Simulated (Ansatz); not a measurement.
In in Ansatz: the effect of functional

The system is In.

```
In
1.0
    -1.64686    1.64686    2.50625
     1.64686   -1.64686    2.50625
     1.64686    1.64686   -2.50625
In
1
Direct
  0.00000 0.00000 0.00000
```

The cell isn't the ideal one: volume scaled by 1.04.

Alike in all runs:

| Quantity | Value |
| --- | --- |
| Program | Ansatz 0.2.0 |
| Task | single point |
| Potentials or basis | Ansatz PAW |
| k mesh | 11 × 11 × 11 |
| Occupations | fermi-dirac, width 0.05 eV |
| Spin | no spin polarisation |

Question: One run gave: pressure -1.3 GPa. Which functional did it use?
A. LDA
B. r2SCAN
C. PBEsol

Answer: B.

```csv
functional,cutoff,pressure (GPa)
LDA,420 eV (not typed: the program's choice for these potentials),-3.8
PBEsol,420 eV (not typed: the program's choice for these potentials),-2.3
r2SCAN,500 eV (not typed: the program's choice for these potentials),-1.3
```

Caveats: the PAW data sets come from PBE, with cores solved anew for the run's functional, which leaves a small shift of forces and pressure.
